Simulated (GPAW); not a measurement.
# SnSe2 (P-3m1) in GPAW: further runs

The runs below take SnSe2 through dielectric tensor, with LDA, AM05.

Program: GPAW 26.7.0. These are calculated values, not measurements. Logs are shortened: lines on timing, memory, paths and dates and some standing lists are left out, and cuts for length are marked. The log counts tension as positive stress, the text compression.

## 1. The crystal as given

It takes space group P-3m1 (No. 164, trigonal). The conventional cell has a = 3.811 Å, b = 3.811 Å, c = 6.136 Å, α = 90.00°, β = 90.00°, γ = 120.00°. Around Sn (site symmetry -3m) lie 6 Se at 2.68 Å. Se (site symmetry 3m) has 3 Sn at 2.68 Å as nearest neighbours.

## 2. Dielectric tensor, LDA

File run.py:

```python
import numpy as np
from ase.dft.bandgap import bandgap
from ase.io import read, write
from gpaw import GPAW, PW
from gpaw.response.df import DielectricFunction

atoms = read('POSCAR')

calc = GPAW(mode=PW(500),
            xc='LDA',
            kpts={'size': (7, 7, 4), 'gamma': True},
            occupations={'name': 'fermi-dirac', 'width': 0.001},
            nbands=24,
            convergence={'density': 1e-06},
            maxiter=150,
            txt='gpaw.txt')
atoms.calc = calc
energy = atoms.get_potential_energy()
calc.write('gs.gpw')
write('result.traj', atoms)
print(f'Energy: {energy:.6f} eV')
print('Fermi level:', round(calc.get_fermi_level(), 4), 'eV')
print(f'Gap: {bandgap(calc)[0]:.4f} eV, direct: {bandgap(calc, direct=True)[0]:.4f} eV')

for size in [(14, 14, 8)]:
    name = 'x'.join(str(n) for n in size)
    dense = calc.fixed_density(kpts={'size': size, 'gamma': True},
                               nbands=49, convergence={'bands': 43, 'eigenstates': 1e-7},
                               update_fermi_level=True, txt=f'dense-{name}.txt')
    dense.write(f'{name}.gpw', mode='all')
    df = DielectricFunction(f'{name}.gpw', frequencies=np.array([0.0]), hilbert=False, eta=0.001,
                            ecut=80, nbands=43, intraband=False, txt=f'df-{name}.txt')
    for xc in ['RPA']:
        for direction in ['x', 'y', 'z', [0, 1, 1], [1, 0, 1], [1, 1, 0]]:
            e0, e = df.get_macroscopic_dielectric_constant(xc=xc, direction=direction)
            print(f'{name} {xc} {direction}: {e0:.4f} without, {e:.4f} with local fields')
```

File POSCAR:

```
SnSe2
1.0
    3.8110000000      0.0000000000      0.0000000000
   -1.9055000000      3.3004228138      0.0000000000
    0.0000000000      0.0000000000      6.1360000000
Sn Se
1 2
Direct
    0.0000000000      0.0000000000      0.0000000000
    0.6666666667      0.3333333333      0.7510000000
    0.3333333333      0.6666666667      0.2490000000
```

Potentials or basis: the program's PAW data sets (release 1.2.1) made for this functional, pw.

Launch:

```sh
$ OMP_NUM_THREADS=1 python run.py
```

gpaw.txt:

```text
__  _  _
 | _ |_)|_||  |
 |__||  | ||/\| - 26.7.0

Input parameters:
  mode=PW(ecut=500.0),
  convergence={'density': 1e-06},
  kpts=MonkhorstPack(size=(7, 7, 4), gamma=True),
  maxiter=150,
  nbands=24,
  occupations=Occupations(name='fermi-dirac', width=0.001),
  xc=XC(name='LDA')

Diagonalizing LCAO Hamiltonian
Converting LCAO to pw mode

             Se

         Se

       Sn

Atoms  # Å, Bohr magnetons
|   | symbol |         x |        y |        z |    initial magnetic moments |
|---|--------|-----------|----------|----------|-----------------------------|
| 0 |     Sn |  0.000000 | 0.000000 | 0.000000 | ( 0.0000,  0.0000,  0.0000) |
| 1 |     Se |  1.905500 | 1.100141 | 4.608136 | ( 0.0000,  0.0000,  0.0000) |
| 2 |     Se | -0.000000 | 2.200282 | 1.527864 | ( 0.0000,  0.0000,  0.0000) |

Unit cell  # Å
| periodic |         x |        y |        z |  lengths |     angles |
|----------|-----------|----------|----------|----------|------------|
|      yes |  3.811000 | 0.000000 | 0.000000 | 3.811000 |  90.000000 |
|      yes | -1.905500 | 3.300423 | 0.000000 | 3.811000 |  90.000000 |
|      yes |  0.000000 | 0.000000 | 6.136000 | 6.136000 | 120.000000 |

Number of symmetries: 12
Symmetry operations  # r_c * U_cc + t_c -> r_c
|    | kind |            matrix            |
|----|------|------------------------------|
|  0 |  σ   |  1, 1, 0,  0,-1, 0,  0, 0, 1 |
|  1 |  S6  |  1, 1, 0, -1, 0, 0,  0, 0,-1 |
|  2 |  E   |  1, 0, 0,  0, 1, 0,  0, 0, 1 |
|  3 |  C2  |  1, 0, 0, -1,-1, 0,  0, 0,-1 |
|  4 |  C2  |  0, 1, 0,  1, 0, 0,  0, 0,-1 |
|  5 |  C3  |  0, 1, 0, -1,-1, 0,  0, 0, 1 |
|  6 |  S6  |  0,-1, 0,  1, 1, 0,  0, 0,-1 |
|  7 |  σ   |  0,-1, 0, -1, 0, 0,  0, 0, 1 |
|  8 |  σ   | -1, 0, 0,  1, 1, 0,  0, 0, 1 |
|  9 |  i   | -1, 0, 0,  0,-1, 0,  0, 0,-1 |
| 10 |  C3  | -1,-1, 0,  1, 0, 0,  0, 0, 1 |
| 11 |  C2  | -1,-1, 0,  0, 1, 0,  0, 0,-1 |

BZ-sampling:
  Number of BZ points: 196
  Number of IBZ points: 28

  Monkhorst-Pack size: [7, 7, 4]
  Monkhorst-Pack shift: [0.0, 0.0, 0.125]

K-points  # in reciprocal-cell coordinates
|     |                                coordinates |     weight |
|-----|--------------------------------------------|------------|
|   0 | (  0.00000000,   0.00000000,   0.00000000) | 0.00510204 |
|   1 | (  0.00000000,   0.00000000,   0.25000000) | 0.01020408 |
|   2 | (  0.00000000,   0.00000000,   0.50000000) | 0.00510204 |
|   3 | (  0.14285714,   0.00000000,  -0.25000000) | 0.03061224 |
|   4 | (  0.14285714,   0.00000000,   0.00000000) | 0.03061224 |
|   5 | (  0.14285714,   0.00000000,   0.25000000) | 0.03061224 |
|   6 | (  0.14285714,   0.00000000,   0.50000000) | 0.03061224 |
|   7 | (  0.28571429,  -0.14285714,   0.00000000) | 0.03061224 |
|   8 | (  0.28571429,  -0.14285714,   0.25000000) | 0.06122449 |
|   9 | (  0.28571429,  -0.14285714,   0.50000000) | 0.03061224 |
| ... |                                            |            |
|  27 | (  0.42857143,   0.42857143,   0.50000000) | 0.03061224 |

Plane wave coefficients: 1976
Cutoff: 500.0 eV

Spin-components: 1 (collinear spins)
Bands:           24
Projectors:      16
Spin-degeneracy: 2
Datatype:        complex128

Parallelization:
  kpt:    1
  domain: 1
  band:   1

Density:
  Valence electrons: 26.0
  Components: 1
  Grid points: [20 20 32]
  Charge: 0.0  # |e|

Potential:
  Grid points: [20 20 32]

species:
  Sn:
    name:    Tin
    Z:       50.0
    valence: 14
    core:    36
    charge:  0.0  # [|e|]
    compensation charges:
      type: gauss
      rc: 0.38  # [Å]
      lmax: 2
    cutoffs:
      filter: 2.23  # [Å]
      core: 2.35  # [Å]
    projectors
    | kind |    occ | energy [eV] | rcut [Å] |
    |------|--------|-------------|----------|
    |   5s |  2.000 |     -10.799 |    1.201 |
    |   5p |  2.000 |      -3.869 |    1.270 |
    |   4d | 10.000 |     -25.910 |    1.185 |
    |    s |        |      16.413 |    1.201 |
    |    p |        |      23.342 |    1.270 |
    |    d |        |       1.302 |    1.185 |

    Using partial waves for Sn as LCAO basis

  Se:
    name:    Selenium
    Z:       34.0
    valence: 6
    core:    28
    charge:  0.0  # [|e|]
    compensation charges:
      type: gauss
      rc: 0.27  # [Å]
      lmax: 2
    cutoffs:
      filter: 1.77  # [Å]
      core: 2.67  # [Å]
    projectors
    | kind |    occ | energy [eV] | rcut [Å] |
    |------|--------|-------------|----------|
    |   4s |  2.000 |     -17.472 |    0.847 |
    |   4p |  4.000 |      -6.656 |    1.005 |
    |    s |        |       9.739 |    0.847 |
    |    p |        |      20.555 |    1.005 |
    |    d |        |       0.000 |    0.847 |

    Using partial waves for Se as LCAO basis

Reference energy: -299899.934092  # eV

eigensolver:
  PPCG
  Converge bands: occupied
  niter=2

density mixing:
  MSR1-Mixer
  Pratt-step length: 0.05
  Maximum mixing coefficient: 0.75
  Old densities: 10
  SVD Regularization: 0.005
  Good broyden scale: 1.0
  Trust region scale: 1.0
  Backstep threshold: 4.0
  History deletion threshold: 6.0
  Fourier metric: weight=20.0, sigma=0.015

occupation numbers:
  Fermi-Dirac:
    width: 0.0010  # eV

poisson solver:
  ecut: 4000.0  # eV

xc functional:
  name: None

convergence criteria:
- Maximum integral of absolute [dens]ity change: 1e-06 electrons / valence electron
- Maximum [total energy] change in last 3 cyles: 0.0005 eV / valence electron
- Maximum integral of absolute [eigenst]ate change: 4e-08 eV^2 / valence electron
maximum number of iterations: 150

SCF iterations
|iter     | |      energy | eigst |  dens |
|---------|-|-------------|-------|-------|
|iter:   1| |  -14.249230 | +0.01 |       |
|iter:   2| |  -14.196927 | -2.23 | -1.24 |
|iter:   3| |  -13.997776 | -2.09 | -1.28 |
|iter:   4| |  -13.987940 | -2.91 | -1.80 |
|iter:   5| |  -13.987494c| -4.31 | -2.41 |
|iter:   6| |  -13.987331c| -4.76 | -2.69 |
|iter:   7| |  -13.987338c| -5.99 | -3.45 |
|iter:   8| |  -13.987339c| -7.00 | -4.07 |
|iter:   9| |  -13.987339c| -7.48c| -4.92 |
|iter:  10| |  -13.987339c| -8.08c| -5.60 |
|iter:  11| |  -13.987339c| -8.41c| -6.16c|

Converged in 11 steps
Energy contributions relative to reference atoms: (reference = -299899.934092)

Energy contributions:
  Kinetic:          25.430041
  Coulomb:         -23.042426
  Zero:             -0.103408
  External:          0.000000
  Xc:              -16.271546
  Entropy:          -0.000000
  Spinorbit:         0.000000
  ----------------------------
  Free energy:     -13.987339
  Extrapolated:    -13.987339

dipole moment: (-6.404434, -11.092805, -20.623251)  # |e|*Ang

Fermi level: 5.251
Eigenvalues  # (at kpt = [0.000, 0.000, 0.000])
| band index |      eig [eV] | occ [0-2] |
|------------|---------------|-----------|
|          0 |       -16.304 |     2.000 |
|        ... |               |           |
|          5 |        -9.205 |     2.000 |
|          6 |        -7.425 |     2.000 |
|          7 |        -1.301 |     2.000 |
|          8 |         4.133 |     2.000 |
|          9 |         4.133 |     2.000 |
|         10 |         4.467 |     2.000 |
[... 8 lines left out ...]
|         19 |        13.816 |     0.000 |
|         20 |        14.262 |     0.000 |
|        ... |               |           |
|         23 |        15.622 |     0.000 |

Gap: 0.681 eV
Transition (v -> c):
  (s=0, k=0, n=12, [0.00, 0.00, 0.00]) -> (s=0, k=18, n=13, [0.43, 0.00, -0.25])
Direct/indirect transitions are different
Direct gap: 0.880 eV
Transition at: (s=0, k=0, n=12, [0.00, 0.00, 0.00])
# Writing to gs.gpw (mode='')
```

Run time: 5.9 min. Hardware: 1 thread of Arm Neoverse V1, shared host; peak memory 0.67 GiB.

What came out:

| Property | Result |
| --- | --- |
| Free energy | -13.9873 eV |
| Band gap on the k mesh | 0.68 eV, indirect (least direct gap 0.88 eV) |
| Electronic dielectric tensor (diagonal) | 11.30, 11.30, 9.36 |

Electronic dielectric tensor:
```
11.30  0.00  0.00
 0.00 11.30  0.00
 0.00  0.00  9.36
```

Caveat: the gap is small at this level, which inflates the dielectric constant; the long-wavelength limit can be off by a per cent or two; spin-orbit coupling is left out, which moves the levels of the heavy elements. A k mesh can miss the band edges.

## 3. Dielectric tensor, AM05

run.py, as its differences from that of step 2:

```diff
@@ -3,4 +3,6 @@
 from ase.io import read, write
-from gpaw import GPAW, PW
+from gpaw import GPAW, PW, setup_paths
 from gpaw.response.df import DielectricFunction
+
+setup_paths.insert(0, '.')
 
@@ -9,3 +11,3 @@
 calc = GPAW(mode=PW(500),
-            xc='LDA',
+            xc='AM05',
             kpts={'size': (7, 7, 4), 'gamma': True},
```

POSCAR is that of step 2.

Potentials or basis: PAW data sets generated in the run's folder for this functional, pw.

Launch:

```sh
$ gpaw-setup -f AM05 Se Sn
$ OMP_NUM_THREADS=1 python run.py
```

gpaw.txt:

```text
__  _  _
 | _ |_)|_||  |
 |__||  | ||/\| - 26.7.0

Input parameters:
  mode=PW(ecut=500.0),
  convergence={'density': 1e-06},
  kpts=MonkhorstPack(size=(7, 7, 4), gamma=True),
  maxiter=150,
  nbands=24,
  occupations=Occupations(name='fermi-dirac', width=0.001),
  xc=XC(name='AM05')

Diagonalizing LCAO Hamiltonian
Converting LCAO to pw mode

             Se

         Se

       Sn

Atoms  # Å, Bohr magnetons
|   | symbol |         x |        y |        z |    initial magnetic moments |
|---|--------|-----------|----------|----------|-----------------------------|
| 0 |     Sn |  0.000000 | 0.000000 | 0.000000 | ( 0.0000,  0.0000,  0.0000) |
| 1 |     Se |  1.905500 | 1.100141 | 4.608136 | ( 0.0000,  0.0000,  0.0000) |
| 2 |     Se | -0.000000 | 2.200282 | 1.527864 | ( 0.0000,  0.0000,  0.0000) |

Unit cell  # Å
| periodic |         x |        y |        z |  lengths |     angles |
|----------|-----------|----------|----------|----------|------------|
|      yes |  3.811000 | 0.000000 | 0.000000 | 3.811000 |  90.000000 |
|      yes | -1.905500 | 3.300423 | 0.000000 | 3.811000 |  90.000000 |
|      yes |  0.000000 | 0.000000 | 6.136000 | 6.136000 | 120.000000 |

Number of symmetries: 12
Symmetry operations  # r_c * U_cc + t_c -> r_c
|    | kind |            matrix            |
|----|------|------------------------------|
|  0 |  σ   |  1, 1, 0,  0,-1, 0,  0, 0, 1 |
|  1 |  S6  |  1, 1, 0, -1, 0, 0,  0, 0,-1 |
|  2 |  E   |  1, 0, 0,  0, 1, 0,  0, 0, 1 |
|  3 |  C2  |  1, 0, 0, -1,-1, 0,  0, 0,-1 |
|  4 |  C2  |  0, 1, 0,  1, 0, 0,  0, 0,-1 |
|  5 |  C3  |  0, 1, 0, -1,-1, 0,  0, 0, 1 |
|  6 |  S6  |  0,-1, 0,  1, 1, 0,  0, 0,-1 |
|  7 |  σ   |  0,-1, 0, -1, 0, 0,  0, 0, 1 |
|  8 |  σ   | -1, 0, 0,  1, 1, 0,  0, 0, 1 |
|  9 |  i   | -1, 0, 0,  0,-1, 0,  0, 0,-1 |
| 10 |  C3  | -1,-1, 0,  1, 0, 0,  0, 0, 1 |
| 11 |  C2  | -1,-1, 0,  0, 1, 0,  0, 0,-1 |

BZ-sampling:
  Number of BZ points: 196
  Number of IBZ points: 28

  Monkhorst-Pack size: [7, 7, 4]
  Monkhorst-Pack shift: [0.0, 0.0, 0.125]

K-points  # in reciprocal-cell coordinates
|     |                                coordinates |     weight |
|-----|--------------------------------------------|------------|
|   0 | (  0.00000000,   0.00000000,   0.00000000) | 0.00510204 |
|   1 | (  0.00000000,   0.00000000,   0.25000000) | 0.01020408 |
|   2 | (  0.00000000,   0.00000000,   0.50000000) | 0.00510204 |
|   3 | (  0.14285714,   0.00000000,  -0.25000000) | 0.03061224 |
|   4 | (  0.14285714,   0.00000000,   0.00000000) | 0.03061224 |
|   5 | (  0.14285714,   0.00000000,   0.25000000) | 0.03061224 |
|   6 | (  0.14285714,   0.00000000,   0.50000000) | 0.03061224 |
|   7 | (  0.28571429,  -0.14285714,   0.00000000) | 0.03061224 |
|   8 | (  0.28571429,  -0.14285714,   0.25000000) | 0.06122449 |
|   9 | (  0.28571429,  -0.14285714,   0.50000000) | 0.03061224 |
| ... |                                            |            |
|  27 | (  0.42857143,   0.42857143,   0.50000000) | 0.03061224 |

Plane wave coefficients: 1976
Cutoff: 500.0 eV

Spin-components: 1 (collinear spins)
Bands:           24
Projectors:      16
Spin-degeneracy: 2
Datatype:        complex128

Parallelization:
  kpt:    1
  domain: 1
  band:   1

Density:
  Valence electrons: 26.0
  Components: 1
  Grid points: [20 20 32]
  Charge: 0.0  # |e|

Potential:
  Grid points: [20 20 32]

species:
  Sn:
    name:    Tin
    Z:       50.0
    valence: 14
    core:    36
    charge:  0.0  # [|e|]
    compensation charges:
      type: gauss
      rc: 0.38  # [Å]
      lmax: 2
    cutoffs:
      filter: 2.23  # [Å]
      core: 2.35  # [Å]
    projectors
    | kind |    occ | energy [eV] | rcut [Å] |
    |------|--------|-------------|----------|
    |   5s |  2.000 |     -10.541 |    1.201 |
    |   5p |  2.000 |      -3.657 |    1.270 |
    |   4d | 10.000 |     -25.801 |    1.185 |
    |    s |        |      16.670 |    1.201 |
    |    p |        |      23.554 |    1.270 |
    |    d |        |       1.410 |    1.185 |

    Using partial waves for Sn as LCAO basis

  Se:
    name:    Selenium
    Z:       34.0
    valence: 6
    core:    28
    charge:  0.0  # [|e|]
    compensation charges:
      type: gauss
      rc: 0.27  # [Å]
      lmax: 2
    cutoffs:
      filter: 1.77  # [Å]
      core: 2.67  # [Å]
    projectors
    | kind |    occ | energy [eV] | rcut [Å] |
    |------|--------|-------------|----------|
    |   4s |  2.000 |     -17.239 |    0.847 |
    |   4p |  4.000 |      -6.475 |    1.005 |
    |    s |        |       9.972 |    0.847 |
    |    p |        |      20.736 |    1.005 |
    |    d |        |       0.000 |    0.847 |

    Using partial waves for Se as LCAO basis

Reference energy: -299915.387791  # eV

eigensolver:
  PPCG
  Converge bands: occupied
  niter=2

density mixing:
  MSR1-Mixer
  Pratt-step length: 0.05
  Maximum mixing coefficient: 0.75
  Old densities: 10
  SVD Regularization: 0.005
  Good broyden scale: 1.0
  Trust region scale: 1.0
  Backstep threshold: 4.0
  History deletion threshold: 6.0
  Fourier metric: weight=20.0, sigma=0.015

occupation numbers:
  Fermi-Dirac:
    width: 0.0010  # eV

poisson solver:
  ecut: 4000.0  # eV

xc functional:
  name: AM05 with 2 nearest neighbor stencil

convergence criteria:
- Maximum integral of absolute [dens]ity change: 1e-06 electrons / valence electron
- Maximum [total energy] change in last 3 cyles: 0.0005 eV / valence electron
- Maximum integral of absolute [eigenst]ate change: 4e-08 eV^2 / valence electron
maximum number of iterations: 150

SCF iterations
|iter     | |      energy | eigst |  dens |
|---------|-|-------------|-------|-------|
|iter:   1| |  -12.612051 | +0.02 |       |
|iter:   2| |  -12.564820 | -2.22 | -1.24 |
|iter:   3| |  -12.391042 | -2.08 | -1.27 |
|iter:   4| |  -12.383446 | -2.80 | -1.78 |
|iter:   5| |  -12.382903c| -4.20 | -2.36 |
|iter:   6| |  -12.382903c| -4.66 | -2.64 |
|iter:   7| |  -12.382920c| -5.90 | -3.38 |
|iter:   8| |  -12.382922c| -6.92 | -4.00 |
|iter:   9| |  -12.382922c| -8.02c| -4.70 |
|iter:  10| |  -12.382922c| -8.47c| -5.40 |
|iter:  11| |  -12.382922c| -9.07c| -5.89 |
|iter:  12| |  -12.382922c| -9.54c| -6.69c|

Converged in 12 steps
Energy contributions relative to reference atoms: (reference = -299915.387791)

Energy contributions:
  Kinetic:          27.145896
  Coulomb:         -24.473783
  Zero:             -0.130978
  External:          0.000000
  Xc:              -14.924057
  Entropy:          -0.000000
  Spinorbit:         0.000000
  ----------------------------
  Free energy:     -12.382922
  Extrapolated:    -12.382922

dipole moment: (-6.365690, -11.025699, -20.498491)  # |e|*Ang

Fermi level: 5.556
Eigenvalues  # (at kpt = [0.000, 0.000, 0.000])
| band index |      eig [eV] | occ [0-2] |
|------------|---------------|-----------|
|          0 |       -16.134 |     2.000 |
|        ... |               |           |
|          5 |        -8.929 |     2.000 |
|          6 |        -7.142 |     2.000 |
|          7 |        -1.004 |     2.000 |
|          8 |         4.363 |     2.000 |
|          9 |         4.363 |     2.000 |
|         10 |         4.677 |     2.000 |
[... 8 lines left out ...]
|         19 |        13.986 |     0.000 |
|         20 |        14.684 |     0.000 |
|        ... |               |           |
|         23 |        15.853 |     0.000 |

Gap: 0.788 eV
Transition (v -> c):
  (s=0, k=0, n=12, [0.00, 0.00, 0.00]) -> (s=0, k=18, n=13, [0.43, 0.00, -0.25])
Direct/indirect transitions are different
Direct gap: 1.078 eV
Transition at: (s=0, k=0, n=12, [0.00, 0.00, 0.00])
# Writing to gs.gpw (mode='')
```

stdout:

```text
Energy: -12.382922 eV
Fermi level: 5.5558 eV
Gap: 0.7885 eV, direct: 1.0781 eV
14x14x8 RPA x: 11.8730 without, 10.4935 with local fields
14x14x8 RPA y: 11.8730 without, 10.4935 with local fields
14x14x8 RPA z: 11.2433 without, 8.2927 with local fields
14x14x8 RPA [0, 1, 1]: 11.5581 without, 9.3931 with local fields
14x14x8 RPA [1, 0, 1]: 11.5581 without, 9.3931 with local fields
14x14x8 RPA [1, 1, 0]: 11.8730 without, 10.4935 with local fields
```

df-14x14x8.txt:

```text
FrequencyGridDescriptor(from 0.000 to 0.000 eV, 1 points)
FrequencyGridDescriptor(from 0.000 to 0.000 eV, 1 points)

Calculating chi0 body with:
    Ground state adapter containing:
    Number of spins: 1
    Number of kpoints: 1568
    Number of irreducible kpoints: 168
    Number of completely occupied states: 13
    Number of partially occupied states: 13

    Linear response parametrization:
    q_c: [0.0, 0.0, 0.0]
    Number of frequency points: 1
    Planewave cutoff: 80.0
    Number of bands: 43
    Number of planewaves: 135
    Broadening (eta): 0.001

Integrating chi0 body.

Symmetries of q_c:
    Direct symmetries (Uq -> q): 12
    Indirect symmetries (TUq -> q): 0
In total 12 allowed symmetries.

Integral kind: response function

Calculating chi0 optical extensions with:
    Ground state adapter containing:
    Number of spins: 1
    Number of kpoints: 1568
    Number of irreducible kpoints: 168
    Number of completely occupied states: 13
    Number of partially occupied states: 13

    Linear response parametrization:
    Number of frequency points: 1
    Planewave cutoff: 80.0
    Number of bands: 43
    Number of planewaves: 135
    Broadening (eta): 0.001
Integrating chi0 head and wings.

Symmetries of q_c:
    Direct symmetries (Uq -> q): 12
    Indirect symmetries (TUq -> q): 0
In total 12 allowed symmetries.

Integral kind: response function wings

Finished calculating chi0
```

Run time: 6.2 min. Hardware: 1 thread of Arm Neoverse V1, shared host; peak memory 0.67 GiB.

Results:

```yaml
Free_energy: -12.3829 eV
Band_gap_on_the_k_mesh: 0.79 eV, indirect (least direct gap 1.08 eV)
Electronic_dielectric_tensor_diagonal: 10.49, 10.49, 8.29
```

Electronic dielectric tensor:
```
10.49  0.00  0.00
 0.00 10.49  0.00
 0.00  0.00  8.29
```

Caveat: the long-wavelength limit can be off by a per cent or two; spin-orbit coupling is left out, which moves the levels of the heavy elements.
